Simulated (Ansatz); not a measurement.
**Ionic part of the dielectric constant of BN at 3 GPa, mode by mode**

All numbers below come from DFT PBEsol, scalar-relativistic, plane waves, PAW in Ansatz 0.2.0. Settings: 420 eV plane-wave cutoff, Γ-centred 12×12×12 mesh, fixed occupations. No spin polarisation. Phonons by linear response, acoustic sum rule imposed.

Symmetry: F-43m, No. 216, cubic system. Conventional cell: a = 3.596 Å, b = 3.596 Å, c = 3.596 Å, α = 90.00°, β = 90.00°, γ = 90.00°. B (site symmetry -43m) has 4 N at 1.56 Å as nearest neighbours. Around N (site symmetry -43m) lie 4 B at 1.56 Å.

The primitive cell has V = 11.63 Å³ and ε∞,xx = 4.624. Each polar mode adds Δε = (4.92064×10⁷/V)·S/ν² along x, with S its oscillator strength in e²/amu, ν in cm⁻¹ and V in Å³.

Question: From these modes, find each Δε and ε0,xx.
```json
{"ν (cm⁻¹)": "1056.6", "S_xx (e²/amu)": "0.5908"}
```

Answer:
```csv
ν (cm⁻¹),Δε
1056.6,2.24
```

The sum is 2.239, so ε0,xx = 6.86; the run's tensor has 6.86.

Question: Where do the longitudinal modes lie for a wave vector along x?

Answer: At 1287 cm⁻¹. The Lyddane–Sachs–Teller product Π(ν_LO/ν_TO)² = 1.48 matches ε0/ε∞ = 1.48.

Cost: 1 run of about 0.12 core-minutes, on Intel Xeon 6975P-C (Granite Rapids) (shared hosts).

Cubic BN owes its static dielectric constant mainly to its electrons: the lattice adds 2.24 to an electronic part of 4.624. The whole ionic share comes from the one triply degenerate optical mode, in which the boron and nitrogen sublattices move against each other. Nitrogen's greater electronegativity makes the bonds polar, so this motion carries a sizeable dipole, but the short, strongly covalent sp³ bonds resist the displacement. The light atoms raise the frequency, yet they do not limit the static response, because the mass cancels between oscillator strength and squared frequency. What remains is the balance of effective charge against bond stiffness.

The same dipole produces the macroscopic field that lifts the longitudinal mode to 1287 cm⁻¹, well above the transverse one at 1056.6 cm⁻¹. Cubic symmetry makes this splitting independent of direction in the long-wavelength limit. The Lyddane–Sachs–Teller agreement confirms internal consistency rather than accuracy against experiment, and a single pressure cannot show how compression shifts the balance between charge and stiffness.
